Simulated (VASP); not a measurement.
KF:

```
K F
1.0
     0.00000    2.65441    2.65441
     2.65441    0.00000    2.65441
     2.65441    2.65441    0.00000
K F
1 1
Direct
  0.00000 0.00000 0.00000
  0.50000 0.50000 0.50000
```

The cell is a database's computed one.

| Item | Value |
| --- | --- |
| Program | VASP 6.6.1 |
| Task | relaxation of cell and atoms |
| Functional | PBE |
| Potentials or basis | VASP PAW PBE potentials, release 64 (K_sv, F) |
| Cutoff | 600 eV |
| k mesh | 8 × 8 × 8 |
| Occupations | gaussian, width 0.02 eV |
| Spin | no spin polarisation |

At the start: pressure 2.2 GPa; volume 18.70 Å³/atom.

Task: Where does the relaxation end?

Result: Over 4 steps the energy falls by 7.6 meV/atom and the volume is 19.93 Å³/atom (+6.5 %); space group Fm-3m (No. 225, to 0.05 Å).

The path:
```
step  energy change (eV)  largest force (eV/Å)  pressure (GPa)  volume (Å³)
   1              0.0000                0.0000            2.16        37.41
   2             -0.0126                0.0000            0.83        38.79
   3             -0.0151                0.0000           -0.18        40.10
   4             -0.0153                0.0000           -0.01        39.86
```

Final structure:
```yaml
crystal:
  lattice:
    - [0.00000, 2.71114, 2.71114]
    - [2.71114, 0.00000, 2.71114]
    - [2.71114, 2.71114, 0.00000]
  atoms:
    - { symbol: K, position: [0.00000, 0.00000, 0.00000] }
    - { symbol: F, position: [0.50000, 0.50000, 0.50000] }
```
